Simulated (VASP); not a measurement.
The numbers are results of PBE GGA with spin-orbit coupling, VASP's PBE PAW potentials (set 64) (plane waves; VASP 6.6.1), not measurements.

VASP input:

### INCAR
```
ALGO = Normal
EDIFF = 1E-6
ENCUT = 300
GGA = PE
GGA_COMPAT = .False.
ISIF = 2
ISMEAR = -1
LASPH = .True.
LCHARG = .False.
LMAXMIX = 4
LNONCOLLINEAR = .True.
LORBIT = 11
LREAL = .False.
LSORBIT = .True.
LWAVE = .False.
MAGMOM = 6*0.0
NELM = 100
PREC = Accurate
SIGMA = 0.01
SYSTEM = CsBr
```

**POSCAR**
```
CsBr
1
    4.2900000000     0.0000000000     0.0000000000
    0.0000000000     4.2900000000     0.0000000000
    0.0000000000     0.0000000000     4.2900000000
Cs Br
1 1
Direct
  0.0000000000   0.0000000000   0.0000000000
  0.5000000000   0.5000000000   0.5000000000
```

**KPOINTS**
```
Automatic mesh
0
Gamma
8 8 8
0 0 0
```

POTCAR, in this order: Cs_sv Br (PBE.64 set). Program: vasp_ncl.

What VASP printed:

**OUTCAR**
```
 ion  position               nearest neighbor table
   1  0.000  0.000  0.000-
   2  0.500  0.500  0.500-
  LATTYP: Found a simple cubic cell.
 ALAT       =     4.2900000000
 Subroutine PRICEL returns:
 Original cell was already a primitive cell.
 Subroutine GETGRP returns: Found 48 space group operations
The static configuration has the point symmetry O_h .
The dynamic configuration has the point symmetry O_h .
The overall configuration has the point symmetry O_h .
 Subroutine INISYM returns: Found 48 space group operations
 Subroutine IBZKPT returns following result:
 Found     35 irreducible k-points:

 Following reciprocal coordinates:
            Coordinates               Weight
  0.000000  0.000000  0.000000      1.000000
  0.125000  0.000000  0.000000      6.000000
  0.250000  0.000000  0.000000      6.000000
  0.375000  0.000000  0.000000      6.000000
  0.500000  0.000000  0.000000      3.000000
  0.125000  0.125000  0.000000     12.000000
  0.250000  0.125000  0.000000     24.000000
  0.375000  0.125000  0.000000     24.000000
...
```

**OSZICAR**
```
       N       E                     dE             d eps       ncg     rms          rms(c)
DAV:   1     0.836153391613E+02    0.83615E+02   -0.48386E+03  1680   0.736E+02
DAV:   2     0.811490642893E-01   -0.83534E+02   -0.80065E+02  2472   0.166E+02
DAV:   3    -0.639576684086E+01   -0.64769E+01   -0.64605E+01  2056   0.522E+01
DAV:   4    -0.645854249893E+01   -0.62776E-01   -0.62756E-01  1992   0.623E+00
DAV:   5    -0.645912755100E+01   -0.58505E-03   -0.58496E-03  2120   0.575E-01    0.188E+00
DAV:   6    -0.622800362163E+01    0.23112E+00   -0.33890E-01  1872   0.308E+00    0.115E+00
DAV:   7    -0.619111826951E+01    0.36885E-01   -0.19389E-01  2080   0.226E+00    0.773E-01
DAV:   8    -0.619274205028E+01   -0.16238E-02   -0.75527E-03  2128   0.565E-01    0.466E-01
DAV:   9    -0.619411147833E+01   -0.13694E-02   -0.30906E-03  1896   0.470E-01    0.971E-02
DAV:  10    -0.619427717465E+01   -0.16570E-03   -0.63410E-04  2104   0.139E-01    0.536E-02
DAV:  11    -0.619434549006E+01   -0.68315E-04   -0.10379E-04  1896   0.815E-02    0.654E-03
DAV:  12    -0.619434696822E+01   -0.14782E-05   -0.40927E-06  2144   0.134E-02    0.298E-03
DAV:  13    -0.619434716422E+01   -0.19600E-06   -0.55378E-07  1384   0.537E-03
   1 F= -.61943472E+01 E0= -.61943472E+01  d E =-.259639E-11  mag=    -0.0000     0.0000     0.0000
```

File OUTCAR:
```
------------------------ aborting loop because EDIFF is reached ----------------------------------------
  FORCE on cell =-STRESS in cart. coord.  units (eV):
  Direction    XX          YY          ZZ          XY          YZ          ZX
  --------------------------------------------------------------------------------------
  Total        0.5001874      0.5001874      0.5001874     -0.0000000      0.0000000      0.0000000
  in kB       10.1501271     10.1501271     10.1501271     -0.0000000      0.0000000      0.0000000
  external PRESSURE =      10.1501271 kB  Pullay stress =       0.0000000 kB
  volume of cell :       78.95
      direct lattice vectors                 reciprocal lattice vectors
     4.290000000  0.000000000  0.000000000     0.233100233  0.000000000  0.000000000
     0.000000000  4.290000000  0.000000000     0.000000000  0.233100233  0.000000000
     0.000000000  0.000000000  4.290000000     0.000000000  0.000000000  0.233100233
 POSITION                                       TOTAL-FORCE (eV/Angst)
 -----------------------------------------------------------------------------------
      0.00000      0.00000      0.00000         0.000000      0.000000      0.000000
      2.14500      2.14500      2.14500         0.000000      0.000000      0.000000
 -----------------------------------------------------------------------------------
    total drift:                                0.000000     -0.000000     -0.000000
  FREE ENERGIE OF THE ION-ELECTRON SYSTEM (eV)
  ---------------------------------------------------
  free  energy   TOTEN  =        -6.1943471642 eV

  energy  without entropy=       -6.1943471642  energy(sigma->0) =       -6.19434716

 total charge

# of ion       s       p       d       tot
------------------------------------------
    1        1.847   4.713   0.031   6.591
    2        1.601   3.281   0.002   4.884
--------------------------------------------------
tot          3.448   7.993   0.033  11.475

 magnetization (x)

# of ion       s       p       d       tot
------------------------------------------
    1       -0.000  -0.000   0.000  -0.000
    2       -0.000  -0.000  -0.000  -0.000
--------------------------------------------------
tot         -0.000  -0.000  -0.000  -0.000

 magnetization (y)

# of ion       s       p       d       tot
------------------------------------------
    1        0.000   0.000   0.000   0.000
    2        0.000  -0.000   0.000  -0.000
--------------------------------------------------
tot          0.000  -0.000   0.000   0.000

 magnetization (z)

# of ion       s       p       d       tot
------------------------------------------
    1       -0.000   0.000   0.000   0.000
    2       -0.000  -0.000  -0.000  -0.000
--------------------------------------------------
tot         -0.000  -0.000   0.000  -0.000

 Ion:    1  E_soc:     -0.3252588

 Ion:    2  E_soc:     -0.0520441
```
(Selected blocks of OUTCAR.)

File OUTCAR:
```
 val. band max:       -0.1316238776   @ k =   0.0000   0.0000   0.0000

 cond. band min:       4.1917679558   @ k =   0.0000   0.0000   0.0000


 Fermi energy:         0.0723404927

 k-point     1 :       0.0000    0.0000    0.0000
  band No.  band energies     occupation
      1     -20.0887      1.00000
      2     -20.0887      1.00000
      3     -12.6773      1.00000
      4     -12.6773      1.00000
      5      -7.7655      1.00000
      6      -7.7655      1.00000
      7      -6.1887      1.00000
      8      -6.1887      1.00000
      9      -6.1887      1.00000
     10      -6.1887      1.00000
     11      -0.6768      1.00000
     12      -0.6768      1.00000
     13      -0.1316      1.00000
     14      -0.1316      1.00000
     15      -0.1316      1.00000
     16      -0.1316      1.00000
     17       4.1918      0.00000
     18       4.1918      0.00000
     19       4.6006      0.00000
     20       4.6006      0.00000
     21       4.6006      0.00000
     22       4.6006      0.00000
     23       8.7762      0.00000
     24       8.7764      0.00000

 k-point     2 :       0.1250    0.0000    0.0000
  band No.  band energies     occupation
      1     -20.0810      1.00000
      2     -20.0810      1.00000
      3     -12.6794      1.00000
      4     -12.6794      1.00000
      5      -7.7748      1.00000
      6      -7.7748      1.00000
      7      -6.2285      1.00000
      8      -6.2285      1.00000
      9      -6.1715      1.00000
     10      -6.1715      1.00000
     11      -0.7860      1.00000
     12      -0.7860      1.00000
     13      -0.3001      1.00000
     14      -0.3001      1.00000
     15      -0.1654      1.00000
     16      -0.1654      1.00000
     17       4.5789      0.00000
     18       4.5789      0.00000
     19       4.7013      0.00000
     20       4.7013      0.00000
     21       4.9521      0.00000
     22       4.9521      0.00000
     23       8.6810      0.00000
     24       8.6857      0.00000
...
```

At this cut-off the stress carries a Pulay error, which pulls relaxed volumes low.

The structure is a typed CsBr crystal (Pm-3m). The cell was not relaxed at this level. The run is one of a series of settings (GGA_COMPAT = .FALSE., LNONCOLLINEAR = .TRUE., LSORBIT = .TRUE., MAGMOM = 0.0 0.0 0.0 0.0 0.0 0.0, program vasp_ncl against the base run), some of them coarse on purpose.
